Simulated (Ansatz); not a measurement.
Molecular dynamics of Se

Input:

```yaml
crystal:
  lattice:
    - [-3.913126, -2.259244, 3.584491]
    - [3.913126, -2.259244, 3.584491]
    - [0.0, 4.518489, 3.584491]
  atoms:
    - { symbol: Se, position: [0.0, 0.0, 0.0] }
    - { symbol: Se, position: [0.5, 0.0, 0.0] }
    - { symbol: Se, position: [0.0, 0.5, 0.0] }
    - { symbol: Se, position: [0.0, 0.0, 0.5] }
    - { symbol: Se, position: [0.25, 0.25, 0.25] }
    - { symbol: Se, position: [0.5, 0.5, 0.0] }
    - { symbol: Se, position: [0.5, 0.0, 0.5] }
    - { symbol: Se, position: [0.75, 0.25, 0.25] }
    - { symbol: Se, position: [0.0, 0.5, 0.5] }
    - { symbol: Se, position: [0.25, 0.75, 0.25] }
    - { symbol: Se, position: [0.25, 0.25, 0.75] }
    - { symbol: Se, position: [0.5, 0.5, 0.5] }
    - { symbol: Se, position: [0.75, 0.75, 0.25] }
    - { symbol: Se, position: [0.75, 0.25, 0.75] }
    - { symbol: Se, position: [0.25, 0.75, 0.75] }
    - { symbol: Se, position: [0.75, 0.75, 0.75] }
basis:
  ecutwfc: 420.0
kpoints:
  mp_grid: { grid: [3, 3, 3] }
hamiltonian:
  xc: pbe
scf:
  occupations: { method: fermi_dirac, width: 0.16 }
  lower_state_search: "off"
md:
  timestep: 4.5
  n_steps: 300
  ensemble: nvt_langevin
  temperature: 300.0
  initial_velocities: maxwell_boltzmann
  seed: 467670
  friction: 0.02
  temperature_schedule: [{ n_steps: 300, end_temperature: 1800.0 }]
```

Launched with:

```bash
$ ansatz run input.yaml --threads 4 --pin off --max-ram 10240MiB --backend cpu --events-out ev --progress --plain --runs-dir out
```

It starts from a structure without forces on its atoms.

Output, in part (step lines):

```
md step     0: t =     0.00 fs  T =   281.2 K (target 300.0 K)  F+E_penalty+E_count = -87462.24139705 eV  E_kin = 0.581670 eV  (7 SCF iters)
md step     1: t =     4.50 fs  T =   273.3 K (target 302.5 K)  F+E_penalty+E_count = -87462.21589295 eV  E_kin = 0.565300 eV  (6 SCF iters)
md step     2: t =     9.00 fs  T =   246.0 K (target 307.5 K)  F+E_penalty+E_count = -87462.15074241 eV  E_kin = 0.508741 eV  (6 SCF iters)
md step     3: t =    13.50 fs  T =   186.1 K (target 312.5 K)  F+E_penalty+E_count = -87462.06641159 eV  E_kin = 0.384877 eV  (6 SCF iters)
md step     4: t =    18.00 fs  T =   187.7 K (target 317.5 K)  F+E_penalty+E_count = -87461.98667853 eV  E_kin = 0.388166 eV  (6 SCF iters)
md step     5: t =    22.50 fs  T =   115.9 K (target 322.5 K)  F+E_penalty+E_count = -87461.92903035 eV  E_kin = 0.239710 eV  (5 SCF iters)
md step     6: t =    27.00 fs  T =   132.1 K (target 327.5 K)  F+E_penalty+E_count = -87461.89664864 eV  E_kin = 0.273141 eV  (5 SCF iters)
md step     7: t =    31.50 fs  T =   169.6 K (target 332.5 K)  F+E_penalty+E_count = -87461.89003782 eV  E_kin = 0.350719 eV  (6 SCF iters)
[... lines left out ...]
md step   300: t =  1350.00 fs  T =  1759.7 K (target 1797.5 K)  F+E_penalty+E_count = -87459.29855170 eV  E_kin = 3.639263 eV  (8 SCF iters)
```

The steps, from the saved trajectory:

| time (fs) | T (K) | potential energy less start (eV) |
| --- | --- | --- |
| 0.0 | 281 | 0.000 |
| 45.0 | 314 | 0.332 |
| 90.0 | 263 | 0.620 |
| 135.0 | 264 | 0.631 |
| 180.0 | 249 | 0.822 |
| 225.0 | 558 | 0.765 |
| 270.0 | 474 | 1.222 |
| 315.0 | 581 | 1.161 |
| 360.0 | 640 | 1.746 |
| 405.0 | 596 | 1.817 |
| 450.0 | 813 | 1.587 |
| 495.0 | 784 | 1.402 |
| 540.0 | 991 | 1.383 |
| 585.0 | 858 | 1.800 |
| 630.0 | 744 | 2.217 |
| 675.0 | 908 | 2.337 |
| 720.0 | 1187 | 1.850 |
| 765.0 | 998 | 1.803 |
| 810.0 | 1037 | 2.118 |
| 855.0 | 817 | 2.410 |
| 900.0 | 1275 | 2.315 |
| 945.0 | 1318 | 2.594 |
| 990.0 | 1563 | 4.225 |
| 1035.0 | 1843 | 2.943 |
| 1080.0 | 1835 | 3.426 |
| 1125.0 | 1707 | 3.398 |
| 1170.0 | 1554 | 4.118 |
| 1215.0 | 2046 | 3.450 |
| 1260.0 | 1546 | 3.934 |
| 1305.0 | 1683 | 3.066 |
| 1350.0 | 1760 | 2.943 |

The run went to its last step. The schedule's set-point averaged 1425 K over the second half and the system 1404 K. A run of 1.4 ps of so small a system gives no equilibrium averages. Limits of this set-up: coarse k mesh.

Mean squared displacements from the first frame to the last, about the centre of mass: Se 0.04 Å².

Last frame:

```xyz
16
Lattice="-3.9131 -2.2592 3.5845 3.9131 -2.2592 3.5845 0.0000 4.5185 3.5845" Properties=species:S:1:pos:R:3
Se -0.051 0.315 0.381
Se -2.127 -0.799 1.988
Se 1.692 -0.821 1.770
Se -0.012 2.442 1.962
Se -0.066 0.282 3.121
Se 0.065 -2.035 3.685
Se -2.284 1.257 3.607
Se -1.992 -0.820 4.748
Se 1.795 1.515 3.954
Se 1.924 -0.716 4.546
Se -0.255 2.505 4.629
Se -0.090 0.139 5.516
Se -0.318 -2.058 6.257
Se -2.048 1.606 6.364
Se 1.909 1.250 6.681
Se -0.108 0.142 8.177
```

Run time: 59 min on 4 threads of Arm Neoverse V2 (shared host), peak memory 1.3 GiB.
